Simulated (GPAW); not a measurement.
Runs of GPAW 26.7.0 on Rh. It takes space group P6_3/mmc (No. 194, hexagonal). The conventional cell has a = 2.731 Å, b = 2.731 Å, c = 4.428 Å, α = 90.00°, β = 90.00°, γ = 120.00°. Rh (site symmetry -6m2) has 12 Rh at 2.72 to 2.73 Å as nearest neighbours. This isn't the form of Rh at room conditions, which is fcc.

```tsv
task	level	cell	k mesh	optimizer	fmax	max steps	convergence	band path	gap on the mesh (eV)	pressure (GPa)	relaxed volume (Å³/atom)
single point	PBEsol	as given	11 × 11 × 6	-	-	-	-	-	none	-11.6	-
relaxation of cell and atoms	PBEsol+D3	relaxed	8 × 8 × 5	BFGS	0.02 eV/Å	60	density=1e-05 forces=0.0001	-	none	0.0	13.38
relaxation of cell and atoms	PBEsol+D3(BJ)+ATM	relaxed	8 × 8 × 5	BFGS	0.02 eV/Å	60	density=1e-05 forces=0.0001	-	none	0.0	(b)
relaxation of cell and atoms	PBEsol+D3(BJ)	relaxed	8 × 8 × 5	BFGS	0.02 eV/Å	60	density=1e-05 forces=0.0001	-	none	0.0	(a)
band structure	PBEsol	as given	9 × 9 × 5	-	-	-	-	GMKGALHA,LM,KH	-	-11.6	-
relaxation of cell and atoms	PBEsol	relaxed	8 × 8 × 5	BFGS	0.02 eV/Å	60	density=1e-05 forces=0.0001	-	none	0.0	13.69
relaxation of cell and atoms	PBEsol+D4	relaxed	8 × 8 × 5	BFGS	0.02 eV/Å	60	density=1e-05 forces=0.0001	-	none	-0.1	13.45
```

Alike in all rows: potentials or basis PAW data sets generated in the run's folder for this functional, pw; no spin polarisation; cutoff (eV) 600; smearing fermi-dirac 0.05 eV.

Estimate the missing entries.

(a) 13.35; (b) 13.44.

Caveats: later steps reuse the first step's grids (some runs); pairwise dispersion overbinds metals, which lowers pressure and volume (some runs).

A k mesh can miss the band edges, and the runs leave out spin-orbit coupling on Rh.

A gap of «none» marks a metal or a gap under the smearing width.

Not every run made on this cell is shown here.
